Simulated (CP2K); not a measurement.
W:

```xyz
1
Lattice="2.8709 0.0000 0.0000 1.4354 2.4862 0.0000 1.4354 0.8287 2.3440" Properties=species:S:1:pos:R:3 pbc="T T T"
W     0.0000    0.0000    0.0000
```

This isn't the form of W at room conditions, which is bcc.

- Program: CP2K 2026.2
- Task: single point
- Functional: PBE
- Potentials or basis: POTENTIAL_UZH W GTH-PBE-q14; TZVP-MOLOPT-PBE-GTH basis
- Density cutoff: 6123 eV
- k mesh: 11 × 11 × 11
- Occupations: fermi-dirac, width 0.05 eV
- Spin: no spin polarisation

On this cell: pressure -6.6 GPa; band gap on the k mesh none (metal or under the smearing width).

The same run follows on a disturbed copy (cell strained at random at fixed volume):

```
CELL_PARAMETERS angstrom
2.85685 0.00000 0.00000
1.46197 2.47274 0.00000
1.42853 0.83962 2.36838
ATOMIC_POSITIONS crystal
W 0.99325 0.99126 0.01410
```

Problem. What changes?

Solution. The energy (extrapolated to zero smearing) moves by -4.8 meV/atom; pressure -6.5 GPa; band gap on the k mesh none (metal or under the smearing width).

Stress tensor (GPa, compression positive):
```
-7.98  1.90 -0.52
 1.90 -8.16  0.79
-0.52  0.79 -3.49
```

The energy falls, though the first cell shows no forces: that form is unstable against this distortion, unless noise or another electronic state is at work.

Caveats: the basis of atomic orbitals isn't converged, which shifts pressures, moduli and gaps.
